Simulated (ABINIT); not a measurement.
## Mo: equation of state with HCTH407

Crystal: Mo.

```
Mo
1.0
    -1.58381    1.58381    1.58381
     1.58381   -1.58381    1.58381
     1.58381    1.58381   -1.58381
Mo
1
Direct
  0.00000 0.00000 0.00000
```

```
Program             : ABINIT 10.8.3 (patched build)
Task                : equation of state
Functional          : HCTH407
Potentials or basis : JTH PAW PBE v2.0
Cutoff              : 408 eV
k mesh              : 12 × 12 × 12
Occupations         : fermi-dirac, width 0.05 eV
Spin                : no spin polarisation
```

* Equilibrium volume: 15.29 Å³/atom
* Bulk modulus: 276 GPa
* Pressure derivative of the bulk modulus: 4.7

Energy against volume, from the lowest point:
```tsv
volume (Å³/atom)	energy (meV/atom)
14.938	7.14
15.256	0.00
15.574	4.31
15.892	18.83
16.209	42.53
16.527	74.30
16.845	113.13
```

Wall time 88 s on 1 thread of Arm Neoverse N1, on a shared host, peak memory 0.12 GiB.

Caveat: pressures at fixed basis lie under the slope of the energies; the PAW data sets were made with another functional, which shifts forces and pressure a little.
